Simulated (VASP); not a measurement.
# LiH (strained rocksalt): one PBE single-point calculation in two programs

```
Li H
1.0
     0.00000    2.06308    2.06308
     2.06308    0.00000    2.06308
     2.06308    2.06308    0.00000
Li H
1 1
Direct
  0.00000 0.00000 0.00000
  0.50000 0.50000 0.50000
```

Each program uses its own PAW datasets. VASP's cell holds 4 valence electrons and Ansatz's 4. Ansatz's stress includes a Pulay correction; VASP's doesn't.

Cutoffs: 520 eV in VASP, 420 eV in Ansatz. k meshes: 10×10×10 and 10×10×10.

```json
{"": "gap between bands v and c", "VASP": "3.04 eV", "Ansatz": "3.04 eV"}
{"": "least direct gap", "VASP": "3.04 eV", "Ansatz": "3.04 eV"}
{"": "pressure", "VASP": "-3.0 GPa", "Ansatz": "-2.8 GPa"}
```

Band v is the last that the valence electrons fill when counted band by band, and c is the next. Levels in eV from the top of v, Ansatz:

| point | v−1 | v | c | c+1 |
| --- | --- | --- | --- | --- |
| Γ | -44.36 | -5.12 | 15.00 | 17.02 |
| X | -44.32 | 0.00 | 3.04 | 10.40 |
| K | -44.32 | -0.44 | 4.13 | 7.28 |
| L | -44.33 | -2.39 | 4.70 | 12.93 |
| W | -44.32 | -0.19 | 5.20 | 5.20 |

VASP:

| point | v−1 | v | c | c+1 |
| --- | --- | --- | --- | --- |
| Γ | -44.39 | -5.11 | 15.00 | 17.03 |
| X | -44.34 | 0.00 | 3.04 | 10.40 |
| K | -44.34 | -0.45 | 4.12 | 7.28 |
| L | -44.35 | -2.39 | 4.72 | 12.93 |
| W | -44.34 | -0.19 | 5.19 | 5.19 |
